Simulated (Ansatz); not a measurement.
Crystal: HfN.

```
Hf N
1.0
     0.00000    2.25600    2.25600
     2.25600    0.00000    2.25600
     2.25600    2.25600    0.00000
Hf N
1 1
Cartesian
  0.0000 0.0000 0.0000
  2.2560 2.2560 2.2560
```

| Item | Value |
| --- | --- |
| Program | Ansatz 0.2.0 |
| Task | relaxation of cell and atoms |
| Functional | LDA |
| Potentials or basis | all-electron LAPW, scalar-relativistic |
| Basis error allowed | 0.001 eV/atom |
| k mesh | 10 × 10 × 10 |
| Occupations | fermi-dirac, width 0.05 eV |
| Spin | no spin polarisation |
| Hubbard terms | Hf d U = 8 eV |

At the start: volume 11.48 Å³/atom.

Q: Where does the relaxation end?

A: Over 5 steps the energy falls by 2.6 meV/atom and the volume is 11.67 Å³/atom (+1.7 %); space group Fm-3m (No. 225, to 0.05 Å).

Step by step:
```tsv
step	energy change (eV)	largest force (eV/Å)	volume (Å³)
1	0.0000	0.0000	22.96
2	-0.0042	0.0000	23.51
3	-0.0051	0.0000	23.35
4	-0.0051	0.0000	23.34
5	-0.0051	0.0000	23.34
```

Final structure:
```xyz
2
Lattice="0.0000 2.2684 2.2684 2.2684 0.0000 2.2684 2.2684 2.2684 0.0000" Properties=species:S:1:pos:R:3 pbc="T T T"
Hf    0.0000    0.0000    0.0000
N     2.2684    2.2684    2.2684
```

Caveat: U is the effective U less J, on atomic orbitals that reach past the spheres; U without spin polarisation on a metal has little footing.
